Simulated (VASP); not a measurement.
# TiAl (Pm-3m) in VASP: further runs

One crystal, TiAl, is run at these levels: PBE; tasks: single point.

Program: VASP 6.6.1. These are calculated values, not measurements. Logs are shortened: lines on timing, memory, paths and dates and some standing lists are left out, and cuts for length are marked.

### Step 1. The structure

It takes space group Pm-3m (No. 221, cubic). Conventional cell: a = 3.179 Å, b = 3.179 Å, c = 3.179 Å, α = 90.00°, β = 90.00°, γ = 90.00°. Around Ti (site symmetry m-3m) lie 8 Al at 2.75 Å. Al (site symmetry m-3m) has 8 Ti at 2.75 Å as nearest neighbours.

The cell comes from a database or a generator and needn't be the stable form of this composition.

### Step 2. Single point, PBE

INCAR

```
SYSTEM = TiAl
  ADDGRID = .FALSE.
  ALGO = Normal
  EDIFF = 1E-6
  ENCUT = 280
  GGA = PE
  ISIF = 2
  ISMEAR = -1
  LASPH = .TRUE.
  LCHARG = .FALSE.
  LREAL = .FALSE.
  LWAVE = .FALSE.
  NELM = 100
  PREC = Accurate
  SIGMA = 0.1
```

KPOINTS

```
k-points
0
G
  6 6 6
  0 0 0
```

POSCAR

```
TiAl
1.0
    3.1790640000      0.0000000000      0.0000000000
    0.0000000000      3.1790640000      0.0000000000
    0.0000000000      0.0000000000      3.1790640000
Ti Al
1 1
Direct
    0.0000000000      0.0000000000      0.0000000000
    0.5000000000      0.5000000000      0.5000000000
```

Potentials or basis: VASP PAW PBE potentials, release 64 (Ti_sv, Al).

On the command line:

```sh
> cat potpaw_PBE.64/Ti_sv/POTCAR potpaw_PBE.64/Al/POTCAR > POTCAR
> mpirun -np 1 vasp_std > vasp.out
```

OUTCAR:

```text
SYSTEM = TiAl
   EDIFF = 1E-6
   ENCUT = 280
   GGA = PE
   ISIF = 2
   ISMEAR = -1
   LASPH = .TRUE.
   LREAL = .FALSE.
   NELM = 100
   PREC = Accurate

 Found     20 irreducible k-points:

 Following reciprocal coordinates:
            Coordinates               Weight
  0.000000  0.000000  0.000000      1.000000
  0.166667  0.000000  0.000000      6.000000
  0.333333  0.000000  0.000000      6.000000
  0.500000  0.000000  0.000000      3.000000
  0.166667  0.166667  0.000000     12.000000
  0.333333  0.166667  0.000000     24.000000
   k-points           NKPTS =     20   k-points in BZ     NKDIM =     20   number of bands    NBANDS=     11
   number of dos      NEDOS =    301   number of ions     NIONS =      2
   total plane-waves  NPLWV =   5832
   dimension x,y,z NGX =    18 NGY =   18 NGZ =   18
   dimension x,y,z NGXF=    36 NGYF=   36 NGZF=   36
   ions per type =               1   1
   NGX,Y,Z   is equivalent  to a cutoff of   9.41,  9.41,  9.41 a.u.
   NGXF,Y,Z  is equivalent  to a cutoff of  18.83, 18.83, 18.83 a.u.
 SYSTEM =  TiAl
   PREC   = accura    normal or accurate (medium, high low for compatibility)
   ISTART =      0    job   : 0-new  1-cont  2-samecut
   ICHARG =      2    charge: 1-file 2-atom 10-const
   ISPIN  =      1    spin polarized calculation?
   LNONCOLLINEAR =      F non collinear calculations
   LSORBIT =      F    spin-orbit coupling
   LASPH  =      T    aspherical Exc in radial PAW
   ENCUT  =  280.0 eV  20.58 Ry    4.54 a.u.   4.34  4.34  4.34*2*pi/ulx,y,z
   NELM   =    100;   NELMIN=  2; NELMDL= -5     # of ELM steps
   EDIFF  = 0.1E-05   stopping-criterion for ELM
   LREAL  =      F    real-space projection
   EDIFFG = 0.1E-04   stopping-criterion for IOM
   NSW    =      0    number of steps for IOM
   IBRION =     -1    ionic relax: 0-MD 1-quasi-New 2-CG
   NFREE  =      0    steps in history (QN), initial steepest desc. (CG)
   ISIF   =      2    stress and relaxation
   ISYM   =      2    0-nonsym 1-usesym 2-fastsym
   POTIM  = 0.5000    time-step for ionic-motion
   TEBEG  =    0.0;   TEEND  =   0.0 temperature during run
   PSTRESS=    0.0 pullay stress
   NELECT =      15.0000    total number of electrons
   NUPDOWN=      -1.0000    fix difference up-down
   EMIN   =  10.00;   EMAX   =-10.00  energy-range for DOS
   EFERMI =   0.00;   METHOD = LEGACY
   ISMEAR =    -1;   SIGMA  =   0.10  broadening in eV -4-tet -1-fermi 0-gaus
   EFERMI_NEDOS =   21; number of points for ismear=-14 and -15
   IALGO  =     38    algorithm
   IMIX   =      4    mixing-type and parameters
     AMIX     =   0.40;   BMIX     =  1.00
     AMIX_MAG =   1.60;   BMIX_MAG =  1.00
  volume/ion in A,a.u.               =      16.06       108.41
  Fermi-wavevector in a.u.,A,eV,Ry     =   1.270007  2.399964 21.945065  1.612917
  Thomas-Fermi vector in A             =   2.403017
   LORBIT       =      0    0 simple, 1 ext, 2 COOP (PROOUT), +10 PAW based schemes
   GGA     = PE    functional components
   LHFCALC =     F    Hartree Fock is set to
   AEXX    =    0.0000 exact exchange contribution
   IVDW    =     0    specifies the selected vdW correction
   LEPSILON=     F    determine dielectric tensor
   LRPA    =     F    only Hartree local field effects (RPA)
 non-spin polarized calculation
  energy-cutoff  :      280.00
  volume of cell :       32.13
 maximum number of plane-waves:       360
 NGX is ok and might be reduce to    18
   NGX =  9   NGY =  9   NGZ =  9

 number of electron      14.9999947 magnetization

 Free energy of the ion-electron system (eV)
  ---------------------------------------------------
  ext. energy  EPLUGINS =         0.00000000
  ---------------------------------------------------
  free energy    TOTEN  =       -12.12961107 eV

  energy without entropy =      -12.05551515  energy(sigma->0) =      -12.09256311

 E-fermi :   8.7972     XC(G=0): -11.0869

 val. band max:        8.7533178928   @ k =   0.3333   0.3333   0.1667
 cond. band min:       8.8726447418   @ k =   0.3333   0.1667   0.0000
 fundamental gap:      0.1193268490
 Fermi energy:         8.7972311727

 k-point     1 :       0.0000    0.0000    0.0000
  band No.  band energies     occupation
      1     -48.0587      2.00000
      2     -24.2859      2.00000
      3     -24.2859      2.00000
      4     -24.2859      2.00000
      5      -0.4618      2.00000
      6       7.3548      2.00000
      7       7.3548      2.00000
      8      10.6077      0.00000
      9      10.6077      0.00000
     10      10.6077      0.00000
     11      13.1980      0.00000

 k-point     2 :       0.1667    0.0000    0.0000
  band No.  band energies     occupation
      1     -48.0549      2.00000
      2     -24.3292      2.00000
      3     -24.2823      2.00000
      4     -24.2823      2.00000
      5      -0.0259      2.00000
      6       7.0353      2.00000
      7       7.5460      1.99999
      8      10.0082      0.00001
      9      10.0082      0.00001
     10      10.6568      0.00000
     11      11.9815      0.00000

 k-point     3 :       0.3333    0.0000    0.0000
  band No.  band energies     occupation
      1     -48.0473      2.00000
      2     -24.4148      2.00000
      3     -24.2750      2.00000
      4     -24.2750      2.00000
      5       1.2167      2.00000
      6       5.4646      2.00000
      7       7.9859      1.99940
      8       9.2427      0.02299
      9       9.2427      0.02299
     10      10.7587      0.00000
     11      11.5359      0.00000

 k-point     4 :       0.5000    0.0000    0.0000
  band No.  band energies     occupation
      1     -48.0435      2.00000
      2     -24.4568      2.00000
      3     -24.2706      2.00000
      4     -24.2706      2.00000
      5       2.7432      2.00000
      6       3.6261      2.00000
      7       8.2457      1.99199
      8       8.9499      0.35705
      9       8.9499      0.35704
     10      10.8119      0.00000
     11      11.7902      0.00000

 k-point     5 :       0.1667    0.1667    0.0000
  band No.  band energies     occupation
      1     -48.0512      2.00000
      2     -24.3268      2.00000
      3     -24.3227      2.00000
      4     -24.2785      2.00000
      5       0.3948      2.00000
      6       7.1741      2.00000
      7       7.3564      2.00000
      8       9.3701      0.00648
      9       9.9280      0.00002
     10      10.3195      0.00000
     11      12.3737      0.00000

 k-point     6 :       0.3333    0.1667    0.0000
  band No.  band energies     occupation
      1     -48.0436      2.00000
      2     -24.4092      2.00000
      3     -24.3161      2.00000
      4     -24.2709      2.00000
      5       1.5811      2.00000
      6       5.7416      2.00000
      7       7.7802      1.99992
      8       8.8726      0.63984
      9       9.3497      0.00794
     10      10.3478      0.00000
     11      11.7006      0.00000

 [... further k-points ...]

------------------------ aborting loop because EDIFF is reached ----------------------------------------

  FORCE on cell =-STRESS in cart. coord.  units (eV):
  Direction    XX          YY          ZZ          XY          YZ          ZX
  --------------------------------------------------------------------------------------
  -------------------------------------------------------------------------------------
  Total        0.0731813      0.0731813      0.0731813     -0.0000000     -0.0000000      0.0000000
  in kB        3.6493269      3.6493269      3.6493269     -0.0000000     -0.0000000      0.0000000
  external PRESSURE =       3.6493269 kB  Pullay stress =       0.0000000 kB

 VOLUME and BASIS-vectors are now :
 -----------------------------------------------------------------------------
  energy-cutoff  :      280.00
  volume of cell :       32.13
      direct lattice vectors                 reciprocal lattice vectors
     3.179064000  0.000000000  0.000000000     0.314557996  0.000000000  0.000000000
     0.000000000  3.179064000  0.000000000     0.000000000  0.314557996  0.000000000
     0.000000000  0.000000000  3.179064000     0.000000000  0.000000000  0.314557996

 POSITION                                       TOTAL-FORCE (eV/Angst)
 -----------------------------------------------------------------------------------
      0.00000      0.00000      0.00000         0.000000      0.000000      0.000000
      1.58953      1.58953      1.58953         0.000000      0.000000      0.000000
 -----------------------------------------------------------------------------------
    total drift:                                0.000000      0.000000      0.000000

  FREE ENERGIE OF THE ION-ELECTRON SYSTEM (eV)
  ---------------------------------------------------
  free  energy   TOTEN  =       -12.1296110670 eV

  energy  without entropy=      -12.0555151486  energy(sigma->0) =      -12.09256311
```

Wall time 1.9 s (1 thread of Intel Xeon 6975P-C (Granite Rapids), shared host); peak memory 0.11 GiB.

The run converged, but some of its settings lie outside the range that counts as converged, so its numbers aren't taken as properties of the crystal.

What came out:

- Free energy: -12.1296 eV
- Band gap on the k mesh: none (metal or under the smearing width)

Caveat: the cutoff is under 1.25 times the usual one of these potentials, so pressure, stress and relaxed cells hold a basis-set (Pulay) error.

### Step 3. Single point, PBE

INCAR: that of step 2 with these lines changed.

```diff
@@ -4,3 +4,3 @@
   EDIFF = 1E-6
-  ENCUT = 280
+  ENCUT = 220
   GGA = PE
```

KPOINTS

```
k-points
0
G
  7 7 7
  0 0 0
```

POSCAR is that of step 2.

Potentials or basis: VASP PAW PBE potentials, release 64 (Ti_sv, Al).

On the command line:

```sh
> cat potpaw_PBE.64/Ti_sv/POTCAR potpaw_PBE.64/Al/POTCAR > POTCAR
> mpirun -np 1 vasp_std > vasp.out
```

It took 1.5 s on 1 thread of Intel Xeon 6975P-C (Granite Rapids), shared host; peak memory 0.11 GiB.

The run converged, but a check on its numbers failed (symmetry, net force, bounds or a known fault of this set-up), so they aren't taken as properties of the crystal.

Caveat: the cutoff lies under the usual one of these potentials, so the numbers hold a large basis-set error.

### Step 4. Single point, PBE

INCAR: that of step 3 with these lines changed.

```diff
@@ -4,3 +4,3 @@
   EDIFF = 1E-6
-  ENCUT = 220
+  ENCUT = 460
   GGA = PE
```

KPOINTS

```
k-points
0
G
  5 5 5
  0 0 0
```

POSCAR is that of step 3.

On the command line:

```sh
> cat potpaw_PBE.64/Ti_sv/POTCAR potpaw_PBE.64/Al/POTCAR > POTCAR
> mpirun -np 1 vasp_std > vasp.out
```

Wall time 2.1 s (1 thread of Intel Xeon 6975P-C (Granite Rapids), shared host); peak memory 0.13 GiB.

These settings aren't checked as converged: the numbers below hold their error.

What came out:

- Free energy: -12.1502 eV
- Pressure: 0.9 GPa
- Band gap on the k mesh: none (metal or under the smearing width)

Caveat: the k mesh is coarse (spacing up to 0.40 Å⁻¹), so the values aren't converged.

### Step 5. The reference run

An earlier run on the cell as given: functional PBEsol; potentials or basis VASP PAW PBE potentials, release 64 (Ti_sv, Al); cutoff 520 eV; k mesh 8 × 8 × 8; occupations fermi-dirac, width 0.05 eV; no spin polarisation.

- Pressure: -2.3 GPa
- Band gap on the k mesh: none (metal or under the smearing width)
